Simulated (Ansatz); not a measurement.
## ZnSe, space group P4/nmm: a dry run that shows the plan, step by step

Program: the Python package of Ansatz (0.2.0).

The cells in order, each with its output:

**Cell 1**
```python
import ansatz
from pymatgen.core import Lattice, Structure
from pymatgen.io.ase import AseAtomsAdaptor
```

**Cell 2**
```python
SETTINGS = {
    "kspacing": 0.36,
    "ecut": 450,
}
```

**Cell 3**
```python
pmg_structure = Structure(
    Lattice([(4.107702, 0.0, 0.0), (0.0, 4.107702, 0.0), (0.0, 0.0, 6.07035)]),
    ["Zn", "Zn", "Se", "Se"],
    [
        (0.0, 0.0, 0.0),
        (0.5, 0.5, 0.0),
        (0.0, 0.5, 0.24628),
        (0.5, 0.0, 0.75372),
    ],
)
cell = ansatz.Crystal.from_ase(AseAtomsAdaptor.get_atoms(pmg_structure))
```

**Cell 4**
```python
cell.resolved().tree()["lattice"]
```
Output:
```text
((4.107702, 0.0, 0.0), (0.0, 4.107702, 0.0), (0.0, 0.0, 6.07035))
```

**Cell 5**
```python
job = (
    cell.calculation()
    .functional(ansatz.Functional.LDA)
    .kpoints(spacing=SETTINGS["kspacing"])
    .basis(SETTINGS["ecut"])
    .occupations(ansatz.OccupationsMethod.FIXED)
)
session = job.session()
print("features:", ", ".join(session.active_features))
print("SCF threshold (eV):", session.dr2_threshold)
planned = session.plan(dry_run=True)
told = planned.describe()
for name in ("ecut_ev", "ecutrho_ev", "n_bands", "nominal_top_band", "n_pw_range", "fft_dense", "fft_smooth", "n_sym_ops", "cell_volume_ang3"):
    print(f"{name:18s} {told[name]}")
print("irreducible k-points and weights")
for k, weight in zip(told.kpoints_frac, told.kweights):
    print(f"  {k[0]:8.4f} {k[1]:8.4f} {k[2]:8.4f}  {weight:.5f}")
```
Output:
```text
features: AnyPaw, Paw, LdaXc, StepOccupations
SCF threshold (eV): 1e-07
ecut_ev            450.0
ecutrho_ev         1800.0
n_bands            34
nominal_top_band   28
n_pw_range         [2208, 2234]
fft_dense          [30, 30, 45]
fft_smooth         [30, 30, 45]
n_sym_ops          16
cell_volume_ang3   102.42632505078255
irreducible k-points and weights
    0.0000   0.0000   0.0000  0.01333
    0.0000   0.0000   0.3333  0.02667
    0.0000   0.2000   0.0000  0.05333
    0.0000   0.2000   0.3333  0.10667
    0.0000   0.4000   0.0000  0.05333
    0.0000   0.4000   0.3333  0.10667
    0.2000   0.2000   0.0000  0.05333
    0.2000   0.2000   0.3333  0.10667
    0.2000   0.4000   0.0000  0.10667
    0.2000   0.4000   0.3333  0.21333
    0.4000   0.4000   0.0000  0.05333
    0.4000   0.4000   0.3333  0.10667
```

The structure comes from a database and needn't be a stable phase.
